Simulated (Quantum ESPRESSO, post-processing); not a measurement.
# blue phosphorene, layer by layer, part 2 of 2

Aim: screening, gap and ionisation potential of blue phosphorene against the number of layers.

Quantum ESPRESSO 7.5; plane-wave DFT, PBE, GBRV ultrasoft pseudopotentials.

So far. Step 10 (Variable-cell relaxation, 2 layers):  The last row is no step: it is a fresh SCF in the final cell with a new plane-wave basis, +0 meV from the row before. Step 14 (Electrostatic potential, 2 layers): The slope in the vacuum is 0.100 eV/Å for an applied 0.10 V/Å, as it should be.

## Step 15: Band structure, 2 layers: no field

Contents of n2.f0.bands.in:

```
&control
  prefix = 'n2.f0.bands'
  outdir = './out'
  pseudo_dir = './pseudo'
  calculation = 'bands'
  tefield = .true.
  dipfield = .true.
/
&system
  ibrav = 0
  nat = 4
  ntyp = 1
  ecutwfc = 40
  ecutrho = 200
  occupations = 'smearing'
  smearing = 'fd'
  degauss = 0.004
  edir = 3
  emaxpos = 0.97
  eopreg = 0.04
  eamp = 0.0
  nbnd = 14
/
&electrons
  conv_thr = 1e-07
  mixing_beta = 0.4
  electron_maxstep = 120
  mixing_mode = 'local-TF'
/
ATOMIC_SPECIES
  P   30.9738  p_pbe_v1.5.uspp.F.UPF
CELL_PARAMETERS angstrom
  3.25885956000000 0.00000000000000 0.00000000000000
  -1.62942978000000 2.82225516600000 0.00000000000000
  0.00000000000000 0.00000000000000 22.78000000000000
ATOMIC_POSITIONS crystal
  P   0.666666666700 0.333333333300 0.373062533700
  P   0.333333333300 0.666666666700 0.427573209300
  P   0.000000000000 0.000000000000 0.572426790700
  P   0.666666666700 0.333333333300 0.626937466300
K_POINTS crystal_b
4
  0.0000000000 0.0000000000 0.0000000000 12
  0.5000000000 0.0000000000 0.0000000000 12
  0.3333333333 0.3333333333 0.0000000000 12
  0.0000000000 0.0000000000 0.0000000000 1
```

Run with:

```sh
$ cp -r out/n2.f0.save out/n2.f0.bands.save
$ cp out/n2.f0.xml out/n2.f0.bands.xml
$ OMP_NUM_THREADS=1 mpirun -n 4 pw.x -nk 4 -in n2.f0.bands.in > n2.f0.bands.out
```

Run time: 27 s. Hardware: 4 MPI ranks of Arm Neoverse V1, shared host; peak memory 0.28 GiB.

Read from the output:

| Property | Result |
| --- | --- |
| dipole along the normal | 4.16e-5 e·Å |
| conduction bottom, on the run's zero | 0.04221 eV |
| gap by band count | 1.126 eV |

Band numbers count within the set of bands kept for display. The electronic bands at the labelled points (eV, zero at the highest filled level of the SCF mesh; v1 is the highest filled band, c1 the lowest empty one):

```csv
point,v4,v3,v2,v1,c1,c2,c3,c4
Γ,-0.65,-0.65,-0.65,-0.13,3.33,3.33,3.34,3.43
halfway,-2.04,-2.00,-1.15,-0.11,1.69,1.83,4.22,4.67
M,-2.87,-2.82,-2.31,-1.63,1.35,1.55,2.33,3.54
halfway,-3.19,-3.16,-2.16,-1.64,1.96,2.79,3.57,3.72
K,-2.44,-2.41,-2.40,-2.23,1.56,1.56,4.25,4.96
halfway,-3.35,-3.31,-1.04,-0.14,2.75,3.27,3.65,3.78
Γ,-0.65,-0.65,-0.65,-0.13,3.33,3.33,3.34,3.43
```

Along this path the valence top lies between K and Γ and the conduction bottom between Γ and M.

## Step 16: Polarisability from the dipole between 0 and 0.1 V/A, 2 layers

This step gave:

* polarisability a cell: 5.550 Å³
* sheet polarisability 4πα/A: 7.583 Å

Table of change of the potential energy, second field less first by z:

z (Å), change of the potential energy, second field less first (eV) and a bar from the least value:
```
      0.0     -0.379 #######
      0.5     -0.709 
      1.0     -0.659 #
      1.5     -0.609 ##
      2.0     -0.559 ###
      2.5     -0.509 ####
      3.0     -0.459 #####
      3.5     -0.409 ######
      4.0     -0.359 ########
      4.5     -0.309 #########
      5.0     -0.259 ##########
      5.5     -0.210 ###########
      6.0     -0.162 ############
      6.5     -0.117 #############
      7.0     -0.079 ##############
      7.5     -0.053 ##############
      8.0     -0.041 ##############
      8.5     -0.037 ##############
      9.0     -0.036 ###############
      9.5     -0.036 ##############
     10.0     -0.034 ###############
     10.5     -0.028 ###############
     11.0     -0.015 ###############
     11.5      0.004 ###############
     12.0      0.022 ################
     12.5      0.031 ################
     13.0      0.035 ################
     13.5      0.036 ################
     14.0      0.036 ################
     14.5      0.038 ################
     15.0      0.046 ################
     15.5      0.064 #################
     16.0      0.096 #################
     16.5      0.138 ##################
     17.0      0.185 ###################
     17.5      0.234 ####################
     18.0      0.283 #####################
     18.5      0.333 ######################
     19.0      0.383 ########################
     19.5      0.433 #########################
     20.0      0.483 ##########################
     20.5      0.533 ###########################
     21.0      0.583 ############################
     21.5      0.633 #############################
     22.0      0.683 ##############################
     22.5      0.060 #################
```

## Step 17: The series side by side

All levels:

```
   level  sheet polarisability (Å)  gap without a field (eV)  vacuum over the valence top of the mesh (eV)  CPU time (s)
 1 layer                     3.758                     1.984                                         6.189         130.5
2 layers                     7.583                     1.126                                         5.609         344.2
```

## Step 18: A check by hand

From 1 to 2 layers, over the growth of the distance between the outermost mean planes: (7.583 − 3.758) Å / 4.542 Å = 0.842 = 1 − 1/ε, so ε = 6.3.

## Step 19: Summary of results

```
4πα/A of 1 layer                         : 3.76 Å
gap along the path, 1 layer              : 1.98 eV
Kohn-Sham ionisation potential, 1 layer  : 6.19 eV
4πα/A of 2 layers                        : 7.58 Å
gap along the path, 2 layers             : 1.13 eV
Kohn-Sham ionisation potential, 2 layers : 5.59 eV
```

What this shows: The sheet polarisability 4πα/A grows as 3.76 and 7.58 Å for 1 and 2 layers (PBE, GBRV ultrasoft). The last layer adds 4.54 Å between the outermost mean planes and 3.83 Å of 4πα/A; 1 − 1/ε = 0.842 gives ε = 6.3 along the normal for the stacked crystal at this spacing. The gap runs 1.98 and 1.13 eV. Relaxed under PBE-D3(BJ), the lattice constant goes from 3.253 to 3.259 Å. For one layer the induced dipoles at +0.1 and −0.1 V/Å differ in size by 0.1 %, which is SCF noise. The nearest atoms of neighbouring layers lie 3.80 Å apart. With 1 − 1/ε so near one, ε is touchy: 0.1 Å more spacing would give ε = 5.7. One stacking was chosen. The ions are clamped in the field. Semilocal gaps are too small and shrink less with thickness than quasiparticle gaps, which also feel the screening by neighbours.

[Logs are printed without paths, hosts, clocks, repeated set-up lines and the standing remarks that a program may print on its own settings, such as how far it seeks lower states.]

[Hosts, paths, dates, database ids (printed as entryN), source tags and the programs' standing remarks are cut or masked in the printed files.]

[Maps of the electrostatic potential energy from Ansatz leave out the sawtooth potential of an applied field or a dipole correction, so their vacuum need not be flat; planar profiles and work functions include it.]
